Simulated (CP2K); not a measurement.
Runs of CP2K 2026.2 on Si. It takes space group Fd-3m (No. 227, cubic). The conventional cell has a = 5.444 Å, b = 5.444 Å, c = 5.444 Å, α = 90.00°, β = 90.00°, γ = 90.00°. Si (site symmetry -43m) has 4 Si at 2.36 Å as nearest neighbours. 

```tsv
level	cutoff of the non-local correlation (Ry)	gap on the mesh (eV)	pressure (GPa)
RPBE	-	0.79	1.6
vdW-DF2	300	(b)	2.7
LDA	-	0.58	0.6
PBEsol	-	0.59	(c)
WC	-	(a)	0.4
HLE17	-	1.76	-8.5
PBE	-	0.72	1.2
```

Alike in all rows: task single point; potentials or basis POTENTIAL_UZH Si GTH-PBE-q4; TZVP-MOLOPT-PBE-GTH basis; no spin polarisation; cell as given; k mesh 8 × 8 × 8; smearing fermi-dirac 0.05 eV.

Q: Estimate the missing entries.

A: (a) 0.61; (b) 1.07; (c) 0.5.

Caveats: the basis of atomic orbitals isn't converged, which shifts pressures, moduli and gaps; the potentials were made for another functional, which shifts forces and pressure (some runs); the potentials were made for a functional far from this one (some runs).

A k mesh can miss the band edges.
